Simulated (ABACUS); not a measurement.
Crystal: Au.

```
CELL_PARAMETERS angstrom
0.00000 2.03500 2.03500
2.03500 0.00000 2.03500
2.03500 2.03500 0.00000
ATOMIC_POSITIONS crystal
Au 0.00000 0.00000 0.00000
```

| Item | Value |
| --- | --- |
| Program | ABACUS 3.10.1 |
| Task | single point |
| Functional | PBE |
| Potentials or basis | PseudoDojo NC SR 0.4.1 PBE standard |
| Cutoff | 1361 eV |
| Density cutoff | 5442 eV |
| Basis | DZP LCAO (the cutoffs set its grid) |
| k mesh | 11 × 11 × 11 |
| Occupations | fermi-dirac, width 0.05 eV |
| Spin | no spin polarisation |

On this cell: pressure 11.4 GPa; band gap on the k mesh none (metal or under the smearing width).

The same run follows on a disturbed copy (cell strained at random at fixed volume):

```xyz
1
Lattice="0.0595 2.0328 2.0239 2.0628 0.0301 2.0533 2.0741 2.0734 0.0189" Properties=species:S:1:pos:R:3 pbc="T T T"
Au    0.0297    0.0344   -0.0121
```

Q: What does the disturbed cell give?

A: The energy (extrapolated to zero smearing) moves by +7.0 meV/atom; pressure 11.6 GPa; band gap on the k mesh none (metal or under the smearing width).

Stress tensor (GPa, compression positive):
```
11.77 -2.31 -1.70
-2.31 11.60  0.28
-1.70  0.28 11.52
```

Caveats: the atomic orbitals were generated for these runs and aren't a published set; the basis of atomic orbitals isn't converged, which shifts pressures, moduli and gaps.
